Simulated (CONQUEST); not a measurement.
Runs of CONQUEST 1.3 on SnSe2. The structure is trigonal, space group P-3m1 (No. 164). The conventional cell has a = 3.811 Å, b = 3.811 Å, c = 6.136 Å, α = 90.00°, β = 90.00°, γ = 120.00°. Sn (site symmetry -3m) is surrounded by 6 Se at 2.68 Å. Around Se (site symmetry 3m) lie 3 Sn at 2.68 Å. 

```tsv
potentials or basis	cell	k mesh	gap on the mesh (eV)	pressure (GPa)	largest force (eV/Å)
PseudoDojo NC PBE, SZP, grid cutoff 120 Ha	as given	7 × 5 × 4	0.63	(b)	1.47
PseudoDojo NC PBE, SZP, grid cutoff 120 Ha	as given	4 × 3 × 3	0.59	8.5	1.43
PseudoDojo NC PBE, DZP, grid cutoff 200 Ha	atoms moved at random, drawn with an rms of 0.05 Å	7 × 5 × 4	0.64	6.1	1.01
PseudoDojo NC PBE, SZP, grid cutoff 120 Ha	as given	5 × 3 × 3	0.59	8.5	(a)
PseudoDojo NC PBE, DZP, grid cutoff 300 Ha	atoms moved at random, drawn with an rms of 0.05 Å	7 × 5 × 4	0.64	6.1	1.01
```

Alike in all rows: task single point; level PBE; no spin polarisation; smearing fermi-dirac 0.05 eV.

Q: Fill in the values left out.

A: (a) 1.44; (b) 8.4.

Caveats: spin-orbit coupling is left out, which moves the levels of the heavy elements; an odd mesh through Γ misses points on the zone boundary, where band edges often lie; the basis of atomic orbitals isn't converged, which shifts pressures, moduli and gaps; the atomic basis is small (some runs); this functional lacks dispersion, which binds the layers, so the pressure and a relaxed spacing across them are unreliable (some runs); forces of over 1 eV/Å show positions far from the minimum, so gaps and moduli don't describe the material at rest (some runs).

A k mesh can miss the band edges, and the runs leave out spin-orbit coupling on Se, Sn.
